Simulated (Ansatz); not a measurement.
All numbers below come from DFT PBEsol, scalar-relativistic, plane waves, PAW in Ansatz.

Cutoff 420 eV; k points 14×14×14 on the computed 2-atom cell (Γ-centred); Gaussian smearing, width 0.02 eV; no spin polarisation.

Structure with the computed forces (eV/Å) in the last three columns:

```xyz
2
Lattice="0.0520 2.0692 3.4670 1.3054 -0.0243 3.5015 1.2414 2.0866 0.0080" Properties=species:S:1:pos:R:3:forces:R:3 pbc="T T T" pressure_GPa=33.72
C     1.1891    0.5765    3.4795    4.2970    9.8080    0.2410
C     1.4096    3.5550    3.4970   -4.2970   -9.8080   -0.2410
```

Stress tensor (GPa, compression positive):

```
  9.28 -18.99  -1.08
-18.99  91.93  -3.69
 -1.08  -3.69  -0.05
```

The cell holds layers, and where no dispersion correction was added their binding is poorly described. The smearing is narrow for a metal on this mesh.

This form isn't the element's structure at ambient conditions.